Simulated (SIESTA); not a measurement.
InSe:

```xyz
4
Lattice="5.8264 -2.0546 0.0000 5.8264 2.0546 0.0000 -1.7232 0.0000 4.7713" Properties=species:S:1:pos:R:3 pbc="T T T"
In   10.2693    0.0000    0.2235
In   -0.3398    0.0000    4.5479
Se    6.5489    0.0000    3.1918
Se    3.3807    0.0000    1.5795
```

The cell comes from a database or a generator and needn't be the stable form of this composition.

Base run:

* Program: SIESTA 5.4.2
* Functional: LDA
* Potentials or basis: PseudoDojo 0.4 standard (LDA files)
* Basis: DZP (energy shift 0.003 Ry; two zetas on semicore shells)
* Grid cutoff: 500 Ry
* Energy shift: 0.003 Ry
* k mesh: 7 × 7 × 6
* Occupations: fermi-dirac, width 0.05 eV
* Spin: no spin polarisation

Its results: band gap on the k mesh 1.07 eV, indirect (least direct gap 1.09 eV); pressure -2.0 GPa; largest force 0.243 eV/Å.

Task: The run is repeated on the same cell with these changes: functional from LDA to PBEsol; potentials or basis from PseudoDojo 0.4 standard (LDA files) to PseudoDojo 0.4 standard (PBEsol files). What comes out?

Result: Band gap on the k mesh 1.15 eV, indirect (least direct gap 1.18 eV); pressure -0.3 GPa; largest force 0.338 eV/Å.

Caveats: spin-orbit coupling is left out, which moves the levels of the heavy elements; the basis of atomic orbitals isn't converged, which shifts pressures, moduli and gaps.

Not every run made on this cell is shown here.
